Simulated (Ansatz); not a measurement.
`[Br][AlH][Br]` + `F[C](F)F`• → `[Br][Al][Br]`• + `FC(F)F` at 500 K and 1 bar (hydrogen abstraction from the Al–H bond).

Computed with Ansatz on PBE0-D4/def2-TZVP structures; ΔE is electronic, products minus reactants. CBS: MP2 limit from def2 TZ/QZ plus the TZ coupled-cluster correction, frozen cores. This one scheme is used for every species. No spin–orbit coupling; open shells (•) take unrestricted orbitals. For Br outer-core shells are correlated without core-valence functions, which leaves a few kJ/mol of doubt a bond. Scalar relativity is left out up to krypton.

```csv
species,CCSD(T)/CBS energy (Eh),H − E (kJ/mol),S (J/(mol·K))
`[Br][AlH][Br]`,-5389.38299,52.1,346.8
`F[C](F)F`•,-337.34656,55.3,293.3
`[Br][Al][Br]`•,-5388.74403,30.1,341.9
`FC(F)F`,-338.02896,90.5,290.1
```

H − E and S are ideal-gas, rigid-rotor, harmonic terms from PBE0-D4/def2-TZVP, with the whole ground term of open shells counted as degenerate. 1 Eh = 2625.50 kJ/mol, R = 8.31446 J/(mol·K).

Problem. By hand: ΔE, ΔH, ΔS and ΔG.

Solution. ΔE = (-5388.74403) + (-338.02896) − (-5389.38299) − (-337.34656) = -0.04344 Eh = -114.1 kJ/mol. Δ(H − E) = 30.1 + 90.5 − 52.1 − 55.3 = 13.2, so ΔH = -100.9 kJ/mol. ΔS = 341.9 + 290.1 − 346.8 − 293.3 = -8.1 J/(mol·K). ΔG = -100.9 − 500 × (-8.1)/1000 = -96.9 kJ/mol.

Problem. By hand: the equilibrium constant, and the temperature at which ΔG would vanish if ΔH and ΔS stayed fixed.

Solution. log₁₀ K = −ΔG/(RT ln 10) = 10.1. ΔG = 0 at ΔH/ΔS = 12457 K, far beyond where these terms or the molecules hold.

The number of gas molecules stays the same, so ΔS is small and ΔH decides. A doubt of 5 kJ/mol in ΔE shifts log₁₀ K by 0.5 here. These are equilibria of isolated gas molecules and say nothing of rates. Largest T1 diagnostic: 0.014 (customary marks: 0.02 for closed shells, 0.045 for open ones).
